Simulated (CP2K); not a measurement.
## La in CP2K: convergence with ngrids

Crystal: La.

```
La
1.0
     3.67858    0.00000    0.00000
    -1.22619    3.46820    0.00000
    -1.22619   -1.73410    3.00355
La
1
Direct
  0.00000 0.00000 0.00000
```

This isn't the form of La at room conditions, which is double hcp.

- Program: CP2K 2026.2
- Task: single point
- Functional: PBE
- Potentials or basis: GTH_POTENTIALS La GTH-PBE-q11; DZVP-MOLOPT-SR-GTH basis
- Density cutoff: 6123 eV
- k mesh: 7 × 7 × 7
- Occupations: fermi-dirac, width 0.0259 eV
- Spin: no spin polarisation

These are the settings of the first run; the series varies ngrids, with any setting tied to it.

Hardware: 1 thread of Arm Neoverse V2 (shared host).

```tsv
ngrids	energy less the tightest run, at zero smearing (meV/atom)	SCF cycles	CPU time (s)	peak memory (GiB)
1	timed out after 390 s	-	-	-
2	0.00	9	240	0.26
3	0.00	9	64	0.26
4	0.00	9	33	0.26
5	0.00	9	30	0.26
6	0.00	9	30	0.26
```

Against the tightest run, the energy stays within 1 meV/atom from 2 on. The tightest run that finished is the yardstick and may itself not be fully converged.

 The run has no spin-orbit coupling, so splittings on La are missing.
